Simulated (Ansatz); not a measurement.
Equilibrium properties in the bcc structure, computed with PBE in Ansatz (plane waves, PAW datasets (generated hard set); cutoff 700 eV), no spin polarisation, no spin–orbit coupling, Fermi–Dirac smearing of 0.061 eV, k-spacing 0.11 to 0.12 Å⁻¹:

```json
{"crystal": "Mn", "a₀ (Å)": "2.783", "V₀ (Å³/atom)": "10.78", "B₀ (GPa)": "278"}
{"crystal": "Fe", "a₀ (Å)": "2.759", "V₀ (Å³/atom)": "10.50", "B₀ (GPa)": "268"}
{"crystal": "Zn", "a₀ (Å)": "3.134", "V₀ (Å³/atom)": "15.40", "B₀ (GPa)": "64"}
{"crystal": "Ag", "a₀ (Å)": "3.300", "V₀ (Å³/atom)": "17.97", "B₀ (GPa)": "89"}
{"crystal": "In", "a₀ (Å)": "3.816", "V₀ (Å³/atom)": "27.79", "B₀ (GPa)": "34"}
{"crystal": "Gd", "a₀ (Å)": "3.869", "V₀ (Å³/atom)": "28.95", "B₀ (GPa)": "16.7"}
```

(1) Give the same for La, Ce, Rh.

## Answers

(1) 
```csv
crystal,a₀ (Å),V₀ (Å³/atom),B₀ (GPa)
La,4.230,37.83,26
Ce,3.797,27.36,30
Rh,3.070,14.47,233
```

Model structures, not the usual forms at ambient conditions (metastable or hypothetical): Mn, Zn, Rh, Ag, In, La, Ce, Gd. The real material (Fe) is magnetic: without spin this is a model state, and volume, stiffness and gap can lie far from those of the magnetic ground state. Spin polarisation is left out, and a magnetic state may lie lower for Mn. The open f shell of Ce, Gd is treated without spin here, so this is a model state and not the ground state.
